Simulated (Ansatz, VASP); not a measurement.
## One calculation of Se, two programs

```
Se
1.0
     4.36620    0.00000    0.00000
    -2.18310    3.78124    0.00000
     0.00000    0.00000    4.95360
Se
3
Cartesian
  1.6910 2.9289 0.0000
  -0.4921 0.8523 3.3024
  0.9841 0.0000 1.6512
```

Alike in both runs: task single point; functional PBEsol; k mesh 7 × 7 × 6; occupations gaussian, width 0.1 eV; no spin polarisation.

```csv
,VASP,Ansatz
version,VASP 6.6.1,Ansatz 0.2.0
potentials or method,"VASP PAW PBE potentials, release 64 (Se)",Ansatz PAW
plane-wave cutoff (eV),500,420
valence electrons in the cell,18,48
```

```tsv
	VASP	Ansatz	Ansatz less VASP
gap on the k mesh at the Fermi level (eV)	1.14	1.14	+0.001
least direct gap on the mesh (eV)	1.43	1.44	+0.011
pressure (GPa)	0.4	0.2	-0.19
largest component of the traceless stress (GPa)	1.04	0.97	-0.074
rms of the force components (eV/Å)	0.192	0.166	-0.0263
```

Atom by atom the forces differ by 0.026 eV/Å (rms over components). The two sets of potentials don't hold the same shells in valence.

Caveats: the PAW data sets were made with another functional, which shifts forces and pressure a little (VASP); an odd mesh through Γ misses points on the zone boundary, where band edges often lie (VASP); odd divisions of the mesh miss points on the zone boundary, where band edges often lie, so the gap on the mesh can be too wide (Ansatz); the PAW data sets come from PBE, with cores solved anew for the run's functional, which leaves a small shift of forces and pressure (Ansatz). PBEsol gaps usually lie below the measured ones, often by a third to a half.
